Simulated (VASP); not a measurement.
# In3As (Pm-3m) in VASP: further runs

The runs below take In3As through single point, with PBE.

Everything below comes from runs of VASP 6.6.1. Logs are shortened: lines on timing, memory, paths and dates and some standing lists are left out, and cuts for length are marked.

## Step 1: The structure

Symmetry: Pm-3m, No. 221, cubic system. The conventional cell has a = 4.672 Å, b = 4.672 Å, c = 4.672 Å, α = 90.00°, β = 90.00°, γ = 90.00°. In (site symmetry 4/mmm) is surrounded by 8 In at 3.30 Å and 4 As at 3.30 Å. Around As (site symmetry m-3m) lie 12 In at 3.30 Å.

The cell comes from a database or a generator and needn't be the stable form of this composition.

## Step 2: Single point, PBE

INCAR reads:

```
SYSTEM = In3As
PREC = Accurate
ENCUT = 520
EDIFF = 1E-6
ISMEAR = -1
SIGMA = 0.02
LREAL = .False.
LASPH = .True.
NELM = 100
ALGO = Fast
ISIF = 2
LWAVE = .False.
LCHARG = .True.
GGA = PE
LELF = .True.
LVHAR = .True.
NBANDS = 30
```

KPOINTS reads:

```
Automatic mesh
0
Gamma
  4 4 4
  0 0 0
```

POSCAR reads:

```
In3As
1.0
    4.6716810000      0.0000000000      0.0000000000
    0.0000000000      4.6716810000      0.0000000000
    0.0000000000      0.0000000000      4.6716810000
In As
3 1
Direct
    0.0000000000      0.5000000000      0.5000000000
    0.5000000000      0.0000000000      0.5000000000
    0.5000000000      0.5000000000      0.0000000000
    0.0000000000      0.0000000000      0.0000000000
```

Potentials or basis: VASP PAW PBE potentials, release 64 (In_d, As).

Run with:

```
$ cat potpaw_PBE.64/In_d/POTCAR potpaw_PBE.64/As/POTCAR > POTCAR
$ mpirun -np 1 vasp_std > vasp.out
```

OUTCAR:

```text
SYSTEM = In3As
   PREC = Accurate
   ENCUT = 520
   EDIFF = 1E-6
   ISMEAR = -1
   LREAL = .False.
   LASPH = .True.
   NELM = 100
   ISIF = 2
   GGA = PE

 ion  position               nearest neighbor table
   1  0.000  0.500  0.500-   2 3.30   3 3.30   4 3.30   3 3.30   4 3.30   2 3.30   4 3.30   4 3.30
                             2 3.30   3 3.30   3 3.30   2 3.30
   2  0.500  0.000  0.500-   1 3.30   3 3.30   4 3.30   3 3.30   4 3.30   1 3.30   3 3.30   3 3.30
                             1 3.30   4 3.30   4 3.30   1 3.30
   3  0.500  0.500  0.000-   1 3.30   2 3.30   4 3.30   1 3.30   2 3.30   2 3.30   4 3.30   2 3.30
                             1 3.30   4 3.30   1 3.30   4 3.30
   4  0.000  0.000  0.000-   1 3.30   2 3.30   3 3.30   1 3.30   2 3.30   1 3.30   3 3.30   1 3.30
                             2 3.30   3 3.30   2 3.30   3 3.30

  LATTYP: Found a simple cubic cell.
 ALAT       =     4.6716810000

  Lattice vectors:

 A1 = (   4.6716810000,   0.0000000000,   0.0000000000)
 A2 = (   0.0000000000,   4.6716810000,   0.0000000000)
 A3 = (   0.0000000000,   0.0000000000,   4.6716810000)

Analysis of symmetry for initial positions (statically):
=====================================================================
 Subroutine PRICEL returns:
 Original cell was already a primitive cell.

 Routine SETGRP: Setting up the symmetry group for a
 simple cubic supercell.

 Subroutine GETGRP returns: Found 48 space group operations
 (whereof 48 operations were pure point group operations)
 out of a pool of 48 trial point group operations.

The static configuration has the point symmetry O_h .

Analysis of symmetry for dynamics (positions and initial velocities):
=====================================================================
 Subroutine PRICEL returns:
 Original cell was already a primitive cell.

 Routine SETGRP: Setting up the symmetry group for a
 simple cubic supercell.

 Subroutine GETGRP returns: Found 48 space group operations
 (whereof 48 operations were pure point group operations)
 out of a pool of 48 trial point group operations.

The dynamic configuration has the point symmetry O_h .

 Subroutine INISYM returns: Found 48 space group operations
 (whereof 48 operations are pure point group operations),
 and found     1 'primitive' translations

----------------------------------------------------------------------------------------

[... 81 lines left out ...]
   EDIFF  = 0.1E-05   stopping-criterion for ELM
   LREAL  =      F    real-space projection
   EDIFFG = 0.1E-04   stopping-criterion for IOM
   NSW    =      0    number of steps for IOM
   IBRION =     -1    ionic relax: 0-MD 1-quasi-New 2-CG
   NFREE  =      0    steps in history (QN), initial steepest desc. (CG)
   ISIF   =      2    stress and relaxation
   ISYM   =      2    0-nonsym 1-usesym 2-fastsym
   POTIM  = 0.5000    time-step for ionic-motion
   TEBEG  =    0.0;   TEEND  =   0.0 temperature during run
   PSTRESS=    0.0 pullay stress
   NELECT =      44.0000    total number of electrons
   NUPDOWN=      -1.0000    fix difference up-down
   EMIN   =  10.00;   EMAX   =-10.00  energy-range for DOS
   EFERMI =   0.00;   METHOD = LEGACY
   ISMEAR =    -1;   SIGMA  =   0.02  broadening in eV -4-tet -1-fermi 0-gaus
   EFERMI_NEDOS =   21; number of points for ismear=-14 and -15
   IALGO  =     68    algorithm
   IMIX   =      4    mixing-type and parameters
     AMIX     =   0.40;   BMIX     =  1.00
     AMIX_MAG =   1.60;   BMIX_MAG =  1.00
  volume/ion in A,a.u.               =      25.49       172.01
  Fermi-wavevector in a.u.,A,eV,Ry     =   1.237141  2.337858 20.823961  1.530518
  Thomas-Fermi vector in A             =   2.371720
   LORBIT       =      0    0 simple, 1 ext, 2 COOP (PROOUT), +10 PAW based schemes
   GGA     = PE    functional components
   LHFCALC =     F    Hartree Fock is set to
   AEXX    =    0.0000 exact exchange contribution
   IVDW    =     0    specifies the selected vdW correction
   LEPSILON=     F    determine dielectric tensor
   LRPA    =     F    only Hartree local field effects (RPA)
 non-spin polarized calculation
 RMM-DIIS sequential band-by-band and
  energy-cutoff  :      520.00
  volume of cell :      101.96
 maximum number of plane-waves:      2800
 NGX is ok and might be reduce to    36
   NGX = 17   NGY = 17   NGZ = 17

 number of electron      43.9999975 magnetization

 Free energy of the ion-electron system (eV)
  ---------------------------------------------------
  ext. energy  EPLUGINS =         0.00000000
  ---------------------------------------------------
  free energy    TOTEN  =       -11.99751692 eV

  energy without entropy =      -11.99177104  energy(sigma->0) =      -11.99464398

 E-fermi :   6.9369     XC(G=0): -10.1479

 val. band max:        6.8885367259   @ k =   0.2500   0.0000   0.0000
 cond. band min:       6.9702757529   @ k =   0.2500   0.2500   0.2500
 fundamental gap:      0.0817390270
 Fermi energy:         6.9369358364

 k-point     1 :       0.0000    0.0000    0.0000
  band No.  band energies     occupation
      1      -8.0787      2.00000
      2      -8.0673      2.00000
      3      -8.0673      2.00000
      4      -8.0673      2.00000
      5      -7.8952      2.00000
      6      -7.8952      2.00000
[... 319 lines left out ...]
     29      15.7451      0.00000
     30      15.9545      0.00000

------------------------ aborting loop because EDIFF is reached ----------------------------------------

  FORCE on cell =-STRESS in cart. coord.  units (eV):
  Direction    XX          YY          ZZ          XY          YZ          ZX
  --------------------------------------------------------------------------------------
  -------------------------------------------------------------------------------------
  Total       -0.0555256     -0.0555256     -0.0555256      0.0000000      0.0000000     -0.0000000
  in kB       -0.8725386     -0.8725386     -0.8725386      0.0000000      0.0000000     -0.0000000
  external PRESSURE =      -0.8725386 kB  Pullay stress =       0.0000000 kB

 VOLUME and BASIS-vectors are now :
 -----------------------------------------------------------------------------
  energy-cutoff  :      520.00
  volume of cell :      101.96
      direct lattice vectors                 reciprocal lattice vectors
     4.671681000  0.000000000  0.000000000     0.214055711  0.000000000  0.000000000
     0.000000000  4.671681000  0.000000000     0.000000000  0.214055711  0.000000000
     0.000000000  0.000000000  4.671681000     0.000000000  0.000000000  0.214055711

 POSITION                                       TOTAL-FORCE (eV/Angst)
 -----------------------------------------------------------------------------------
      0.00000      2.33584      2.33584         0.000000      0.000000      0.000000
      2.33584      0.00000      2.33584         0.000000      0.000000      0.000000
      2.33584      2.33584      0.00000         0.000000      0.000000      0.000000
      0.00000      0.00000      0.00000         0.000000      0.000000      0.000000
 -----------------------------------------------------------------------------------
    total drift:                                0.000000      0.000000      0.000000

  FREE ENERGIE OF THE ION-ELECTRON SYSTEM (eV)
  ---------------------------------------------------
  free  energy   TOTEN  =       -11.9975169197 eV

  energy  without entropy=      -11.9917710446  energy(sigma->0) =      -11.99464398
```

stdout:

```text
POSCAR found type information on POSCAR InAs
 POSCAR found :  2 types and       4 ions
 scaLAPACK will be used
 LDA part: xc-table for (Slater+PW92), standard interpolation
 POSCAR, INCAR and KPOINTS ok, starting setup
 FFT: planning ... GRIDC
 FFT: planning ... GRID_SOFT
 FFT: planning ... GRID
 WAVECAR not read
 entering main loop
```

Wall time 23 s (1 thread of AMD EPYC 9R45 (Zen 5), shared host); peak memory 0.17 GiB.

What came out:

```yaml
Free_energy: -11.9975 eV
Pressure: -0.1 GPa
Band_gap_on_the_k_mesh: none (metal or under the smearing width)
```

## Step 3: Single point, PBE

INCAR reads:

```
SYSTEM = In3As
PREC = Accurate ; ENCUT = 520
EDIFF = 1E-6 ; ISMEAR = -1
SIGMA = 0.02 ; LREAL = .FALSE.
LASPH = .TRUE. ; NELM = 100
ALGO = Normal ; ISIF = 2
LWAVE = .FALSE. ; LCHARG = .FALSE.
GGA = PE ; NBANDS = 30
```

KPOINTS reads:

```
regular mesh
0
G
  4 4 4
  0 0 0
```

POSCAR is that of step 2.

Potentials or basis: VASP PAW PBE potentials, release 64 (In_d, As).

Run with:

```
$ cat potpaw_PBE.64/In_d/POTCAR potpaw_PBE.64/As/POTCAR > POTCAR
$ mpirun -np 1 vasp_std > vasp.out
```

Wall time 20 s (1 thread of AMD EPYC 9R45 (Zen 5), shared host); peak memory 0.17 GiB.

The run converged. Its results:

```yaml
Free_energy: -11.9975 eV
Pressure: -0.1 GPa
Band_gap_on_the_k_mesh: none (metal or under the smearing width)
```

Levels at points of the mesh, in eV from the Fermi level:
```tsv
k point	band 19	band 20	band 21	band 22	band 23	band 24	band 25	band 26
(0.00, 0.00, 0.00)	-3.16	-3.16	-2.20	-2.20	1.77	1.77	1.77	4.26
(0.50, 0.00, 0.00)	-1.89	-1.89	-1.51	-0.34	-0.34	-0.30	1.17	4.38
(0.50, 0.50, 0.00)	-6.12	-1.07	-0.69	0.13	0.13	1.45	1.64	1.64
(0.50, 0.50, 0.50)	-4.52	-4.25	-4.25	-4.25	-3.67	4.39	4.39	4.39
```
